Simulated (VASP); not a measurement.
Input of a VASP 6.6.1 run:

File INCAR:

```
SYSTEM = F
PREC = Accurate
ENCUT = 520
EDIFF = 1E-8
ISMEAR = -1
SIGMA = 0.02
LREAL = .False.
LASPH = .True.
NELM = 100
ALGO = Fast
ISIF = 2
LWAVE = .False.
LCHARG = .False.
GGA = PE
LEFG = .True.
NBANDS = 22
```

Contents of KPOINTS:

```
regular mesh
0
Gamma
  9 9 4
  0 0 0
```

File POSCAR:

```
F
1.0
    2.7500000000     -1.6400000000      0.0000000000
    2.7500000000      1.6400000000      0.0000000000
   -1.5347200000      0.0000000000      7.1163900000
F
4
Direct
    0.9680000000      0.6020000000      0.0997000000
    0.3980000000      0.0320000000      0.4003000000
    0.0320000000      0.3980000000      0.9003000000
    0.6020000000      0.9680000000      0.5997000000
```

Potentials or basis: VASP PAW PBE potentials, release 64 (F).

Launch:

```bash
$ cat potpaw_PBE.64/F/POTCAR > POTCAR
$ mpirun -np 1 vasp_std > vasp.out
```

(1) What does it give for the band gap on the k mesh?

(2) Predict the pressure.

(3) Predict the largest force.

Results:

(1) 1.92 eV, direct.

(2) -4.0 GPa.

(3) 1.665 eV/Å.

Caveat: an odd mesh through Γ misses points on the zone boundary, where band edges often lie; forces of over 1 eV/Å show positions far from the minimum, so gaps and moduli don't describe the material at rest.
